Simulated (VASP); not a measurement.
# CoSi (P2_13) in VASP: relaxation of the atoms with PBE

Aim: the relaxation of the atoms of CoSi with PBE.

Everything below comes from runs of VASP 6.6.1. Logs are shortened: lines on timing, memory, paths and dates and some standing lists are left out, and cuts for length are marked.

### Step 1. Starting point

It takes space group P2_13 (No. 198, cubic). Conventional cell: a = 4.445 Å, b = 4.445 Å, c = 4.445 Å, α = 90.00°, β = 90.00°, γ = 90.00°. Around Co (site symmetry 3) lie 7 Si at 2.29 to 2.47 Å. Around Si (site symmetry 3) lie 7 Co at 2.29 to 2.47 Å.

### Step 2. Relaxation of the atoms, PBE, collinear spin, ferromagnetic start

The input, INCAR:

```
  PREC = Accurate
  ENCUT = 520
  EDIFF = 1E-6
  ISMEAR = -1
  SIGMA = 0.05
  LREAL = F
  LASPH = T
  NELM = 150
  ALGO = Fast
  ISIF = 2
  LWAVE = F
  LCHARG = F
  ISPIN = 2
  MAGMOM = 2 2 2 2 0 0 0 0
  LORBIT = 11
  LMAXMIX = 4
  GGA = PE
  IBRION = 2
  NSW = 60
  EDIFFG = -0.02
```

The input, KPOINTS:

```
Automatic mesh
0
Gamma
  8 8 8
```

The input, POSCAR:

```
CoSi
1.0
    4.4450000000      0.0000000000      0.0000000000
    0.0000000000      4.4450000000      0.0000000000
    0.0000000000      0.0000000000      4.4450000000
Co Si
4 4
Direct
    0.1400000000      0.1400000000      0.1400000000
    0.3600000000      0.8600000000      0.6400000000
    0.6400000000      0.3600000000      0.8600000000
    0.8600000000      0.6400000000      0.3600000000
    0.8430000000      0.8430000000      0.8430000000
    0.6570000000      0.1570000000      0.3430000000
    0.3430000000      0.6570000000      0.1570000000
    0.1570000000      0.3430000000      0.6570000000
```

Potentials or basis: VASP PAW PBE potentials, release 64 (Co, Si).

Command:

```sh
$ cat potpaw_PBE.64/Co/POTCAR potpaw_PBE.64/Si/POTCAR > POTCAR
$ mpirun -np 1 vasp_std > vasp.out
```

OUTCAR:

```text
PREC = Accurate
   ENCUT = 520
   EDIFF = 1E-6
   ISMEAR = -1
   LREAL = F
   LASPH = T
   NELM = 150
   ISIF = 2
   ISPIN = 2
   LORBIT = 11
   GGA = PE
   IBRION = 2
   NSW = 60
   EDIFFG = -0.02

 ion  position               nearest neighbor table
   1  0.140  0.140  0.140-   5 2.29   6 2.33   7 2.33   8 2.33   7 2.47   8 2.47   6 2.47   3 2.73
                             4 2.73   2 2.73   2 2.73   4 2.73   3 2.73
   2  0.360  0.860  0.640-   6 2.29   5 2.33   8 2.33   7 2.33   7 2.47   8 2.47   5 2.47   1 2.73
                             1 2.73   3 2.73   3 2.73   4 2.73   4 2.73
   3  0.640  0.360  0.860-   7 2.29   5 2.33   8 2.33   6 2.33   8 2.47   6 2.47   5 2.47   1 2.73
                             4 2.73   2 2.73   2 2.73   4 2.73   1 2.73
   4  0.860  0.640  0.360-   8 2.29   7 2.33   6 2.33   5 2.33   6 2.47   5 2.47   7 2.47   1 2.73
                             3 2.73   2 2.73   1 2.73   2 2.73   3 2.73
   5  0.843  0.843  0.843-   1 2.29   2 2.33   3 2.33   4 2.33   3 2.47   4 2.47   2 2.47   6 2.75
                             7 2.75   8 2.75   6 2.75   8 2.75   7 2.75
   6  0.657  0.157  0.343-   2 2.29   1 2.33   4 2.33   3 2.33   3 2.47   4 2.47   1 2.47   8 2.75
                             5 2.75   5 2.75   7 2.75   7 2.75   8 2.75
   7  0.343  0.657  0.157-   3 2.29   1 2.33   4 2.33   2 2.33   4 2.47   2 2.47   1 2.47   8 2.75
                             5 2.75   8 2.75   6 2.75   6 2.75   5 2.75
   8  0.157  0.343  0.657-   4 2.29   3 2.33   2 2.33   1 2.33   2 2.47   1 2.47   3 2.47   7 2.75
                             5 2.75   7 2.75   5 2.75   6 2.75   6 2.75

  LATTYP: Found a simple cubic cell.
 ALAT       =     4.4450000000

  Lattice vectors:

 A1 = (   4.4450000000,   0.0000000000,   0.0000000000)
 A2 = (   0.0000000000,   4.4450000000,   0.0000000000)
 A3 = (   0.0000000000,   0.0000000000,   4.4450000000)

Analysis of symmetry for initial positions (statically):
=====================================================================
 Subroutine PRICEL returns:
 Original cell was already a primitive cell.

 Routine SETGRP: Setting up the symmetry group for a
 simple cubic supercell.

 Subroutine GETGRP returns: Found 12 space group operations
 (whereof  3 operations were pure point group operations)
 out of a pool of 48 trial point group operations.

The static configuration has the point symmetry C_3 .
 The point group associated with its full space group is T   .

Analysis of symmetry for dynamics (positions and initial velocities):
=====================================================================
 Subroutine PRICEL returns:
 Original cell was already a primitive cell.

 Routine SETGRP: Setting up the symmetry group for a
 simple cubic supercell.

 Subroutine GETGRP returns: Found 12 space group operations
 (whereof  3 operations were pure point group operations)
 out of a pool of 48 trial point group operations.

The dynamic configuration has the point symmetry C_3 .
 The point group associated with its full space group is T   .

Analysis of structural, dynamic, and magnetic symmetry:
=====================================================================
 Subroutine PRICEL returns:
 Original cell was already a primitive cell.

 Routine SETGRP: Setting up the symmetry group for a
 simple cubic supercell.

 Subroutine GETGRP returns: Found 12 space group operations
 (whereof  3 operations were pure point group operations)
 out of a pool of 48 trial point group operations.

The overall configuration has the point symmetry C_3 .
 The point group associated with its full space group is T   .

 Subroutine INISYM returns: Found 12 space group operations
 (whereof  3 operations are pure point group operations),
 and found     1 'primitive' translations

----------------------------------------------------------------------------------------

                                     Primitive cell

  volume of cell :      87.8244

  direct lattice vectors                    reciprocal lattice vectors
     4.445000000  0.000000000  0.000000000     0.224971879  0.000000000  0.000000000
     0.000000000  4.445000000  0.000000000     0.000000000  0.224971879  0.000000000
     0.000000000  0.000000000  4.445000000     0.000000000  0.000000000  0.224971879

  length of vectors
     4.445000000  4.445000000  4.445000000     0.224971879  0.224971879  0.224971879

  position of ions in fractional coordinates (direct lattice)
     0.140000000  0.140000000  0.140000000
[... 49 lines left out ...]
  0.250000  0.000000  0.000000      6.000000
  0.375000  0.000000  0.000000      6.000000
  0.500000  0.000000  0.000000      3.000000
  0.125000  0.125000  0.000000     12.000000
[... 16 lines left out ...]
  0.250000  0.125000  0.125000     24.000000
  0.375000  0.125000  0.125000     24.000000
 [... further k-points ...]
   k-points           NKPTS =     45   k-points in BZ     NKDIM =     45   number of bands    NBANDS=     35
   number of dos      NEDOS =    301   number of ions     NIONS =      8
   total plane-waves  NPLWV =  46656
   dimension x,y,z NGX =    36 NGY =   36 NGZ =   36
   dimension x,y,z NGXF=    72 NGYF=   72 NGZF=   72
   ions per type =               4   4
   NGX,Y,Z   is equivalent  to a cutoff of  13.46, 13.46, 13.46 a.u.
   NGXF,Y,Z  is equivalent  to a cutoff of  26.93, 26.93, 26.93 a.u.
 SYSTEM =  unknown system
   PREC   = accura    normal or accurate (medium, high low for compatibility)
   ISTART =      0    job   : 0-new  1-cont  2-samecut
   ICHARG =      2    charge: 1-file 2-atom 10-const
   ISPIN  =      2    spin polarized calculation?
   LNONCOLLINEAR =      F non collinear calculations
   LSORBIT =      F    spin-orbit coupling
   LASPH  =      T    aspherical Exc in radial PAW
   ENCUT  =  520.0 eV  38.22 Ry    6.18 a.u.   8.26  8.26  8.26*2*pi/ulx,y,z
   NELM   =    150;   NELMIN=  2; NELMDL= -5     # of ELM steps
   EDIFF  = 0.1E-05   stopping-criterion for ELM
   LREAL  =      F    real-space projection
   EDIFFG = -.2E-01   stopping-criterion for IOM
   NSW    =     60    number of steps for IOM
   IBRION =      2    ionic relax: 0-MD 1-quasi-New 2-CG
   NFREE  =      1    steps in history (QN), initial steepest desc. (CG)
   ISIF   =      2    stress and relaxation
   ISYM   =      2    0-nonsym 1-usesym 2-fastsym
   POTIM  = 0.5000    time-step for ionic-motion
   TEBEG  =    0.0;   TEEND  =   0.0 temperature during run
   PSTRESS=    0.0 pullay stress
   NELECT =      52.0000    total number of electrons
   NUPDOWN=      -1.0000    fix difference up-down
   EMIN   =  10.00;   EMAX   =-10.00  energy-range for DOS
   EFERMI =   0.00;   METHOD = LEGACY
   ISMEAR =    -1;   SIGMA  =   0.05  broadening in eV -4-tet -1-fermi 0-gaus
   EFERMI_NEDOS =   21; number of points for ismear=-14 and -15
   IALGO  =     68    algorithm
   IMIX   =      4    mixing-type and parameters
     AMIX     =   0.40;   BMIX     =  1.00
     AMIX_MAG =   1.60;   BMIX_MAG =  1.00
  volume/ion in A,a.u.               =      10.98        74.08
  Fermi-wavevector in a.u.,A,eV,Ry     =   1.374688  2.597784 25.711847  1.889767
  Thomas-Fermi vector in A             =   2.500092
   LORBIT       =     11    0 simple, 1 ext, 2 COOP (PROOUT), +10 PAW based schemes
   GGA     = PE    functional components
   LHFCALC =     F    Hartree Fock is set to
   AEXX    =    0.0000 exact exchange contribution
   IVDW    =     0    specifies the selected vdW correction
   LEPSILON=     F    determine dielectric tensor
   LRPA    =     F    only Hartree local field effects (RPA)
 conjugate gradient relaxation of ions
 spin polarized calculation
 RMM-DIIS sequential band-by-band and
  energy-cutoff  :      520.00
  volume of cell :       87.82
 maximum number of plane-waves:      2392
 NGX is ok and might be reduce to    36
   NGX = 17   NGY = 17   NGZ = 17

--------------------------------------- Ionic step        1  -------------------------------------------

 number of electron      51.9999985 magnetization       0.0020515

 number of electron      51.9999985 magnetization      -0.0010718

 Free energy of the ion-electron system (eV)
  ---------------------------------------------------
  ext. energy  EPLUGINS =         0.00000000
  ---------------------------------------------------
  free energy    TOTEN  =       -54.73017474 eV

  energy without entropy =      -54.71555280  energy(sigma->0) =      -54.72286377

------------------------ aborting loop because EDIFF is reached ----------------------------------------

  FORCE on cell =-STRESS in cart. coord.  units (eV):
  Direction    XX          YY          ZZ          XY          YZ          ZX
  --------------------------------------------------------------------------------------
  -------------------------------------------------------------------------------------
  Total       -0.7563959     -0.7563959     -0.7563959      0.0000000      0.0000000      0.0000000
  in kB      -13.7989003    -13.7989003    -13.7989003      0.0000000      0.0000000      0.0000000
  external PRESSURE =     -13.7989003 kB  Pullay stress =       0.0000000 kB
[... 163 lines left out ...]
 number of electron      52.0000010 magnetization      -0.0000001

 number of electron      52.0000010 magnetization       0.0000005

 Free energy of the ion-electron system (eV)
  ---------------------------------------------------
  ext. energy  EPLUGINS =         0.00000000
  ---------------------------------------------------
  free energy    TOTEN  =       -54.74827767 eV

  energy without entropy =      -54.73409713  energy(sigma->0) =      -54.74118740

 E-fermi :  11.9910     XC(G=0): -12.8184

 val. band max:       11.9557041832   @ k =   0.5000   0.5000   0.3750
 cond. band min:      12.0921010685   @ k =   0.5000   0.3750   0.3750
 fundamental gap:      0.1363968853
 Fermi energy:        11.9910266952

 spin component 1

 k-point     1 :       0.0000    0.0000    0.0000
  band No.  band energies     occupation
      1      -1.6296      1.00000
      2       3.8301      1.00000
      3       3.8301      1.00000
      4       3.8301      1.00000
      5       6.5290      1.00000
      6       6.5290      1.00000
[... 901 lines left out ...]
     34      16.2235      0.00000
     35      16.7642      0.00000

 [... further k-points ...]

 spin component 2

 k-point     1 :       0.0000    0.0000    0.0000
  band No.  band energies     occupation
      1      -1.6296      1.00000
      2       3.8301      1.00000
      3       3.8301      1.00000
      4       3.8301      1.00000
      5       6.5290      1.00000
      6       6.5290      1.00000
[... 938 lines left out ...]
  FREE ENERGIE OF THE ION-ELECTRON SYSTEM (eV)
  ---------------------------------------------------
  free  energy   TOTEN  =       -54.7482776703 eV

  energy  without entropy=      -54.7340971273  energy(sigma->0) =      -54.74118740

 reached required accuracy - stopping structural energy minimisation

 total charge

# of ion       s       p       d       tot
------------------------------------------
    1        0.432   0.607   7.556   8.596
    2        0.432   0.607   7.556   8.596
    3        0.432   0.607   7.556   8.596
    4        0.432   0.607   7.556   8.596
    5        0.725   0.877   0.000   1.603
    6        0.725   0.877   0.000   1.603
    7        0.725   0.877   0.000   1.603
    8        0.725   0.877   0.000   1.603
--------------------------------------------------
tot          4.629   5.939  30.225  40.793

 magnetization (x)

# of ion       s       p       d       tot
------------------------------------------
    1        0.000   0.000  -0.000   0.000
    2        0.000   0.000  -0.000   0.000
    3        0.000   0.000  -0.000   0.000
    4        0.000   0.000  -0.000   0.000
    5        0.000  -0.000   0.000   0.000
    6        0.000  -0.000   0.000   0.000
    7        0.000  -0.000   0.000   0.000
    8        0.000  -0.000   0.000   0.000
--------------------------------------------------
tot          0.000   0.000  -0.000   0.000
```

Wall time 7.4 min (1 thread of Intel Xeon Platinum 8488C (Sapphire Rapids), shared host); peak memory 0.36 GiB.

Results:

| Property | Result |
| --- | --- |
| Free energy | -54.7483 eV |
| Energy gained by relaxing | 2.3 meV/atom |
| Ionic steps | 5 |
| Pressure after relaxing | -2.1 GPa |
| Largest force after relaxing | 0.016 eV/Å |
| Band gap on the k mesh | none (metal or under the smearing width) |
| Net moment | 0.00 μB per cell |
| Valence electrons inside the program's atomic spheres | Co 8.60; Si 1.60 |

Forces on the atoms (eV/Å):
```
Co   0.000  0.000  0.000
Co   0.000  0.000  0.000
Co   0.000  0.000  0.000
Co   0.000  0.000  0.000
Si   0.009  0.009  0.009
Si  -0.009 -0.009  0.009
Si   0.009 -0.009 -0.009
Si  -0.009  0.009 -0.009
```

The path:
```tsv
step	energy change (eV)	largest force (eV/Å)	pressure (GPa)
1	0.0000	0.2532	-1.38
2	-0.0103	0.1633	-1.67
3	-0.0172	0.0745	-2.02
4	-0.0172	0.0766	-1.99
5	-0.0181	0.0164	-2.11
```

Final structure:
```
Co Si
1.0
     4.44500    0.00000    0.00000
     0.00000    4.44500    0.00000
     0.00000    0.00000    4.44500
Co Si
4 4
Direct
  0.14461 0.14461 0.14461
  0.35539 0.85539 0.64461
  0.64461 0.35539 0.85539
  0.85539 0.64461 0.35539
  0.84288 0.84288 0.84288
  0.65712 0.15712 0.34288
  0.34288 0.65712 0.15712
  0.15712 0.34288 0.65712
```

Caveat: the starting moments collapsed, and a magnetic state may lie lower.
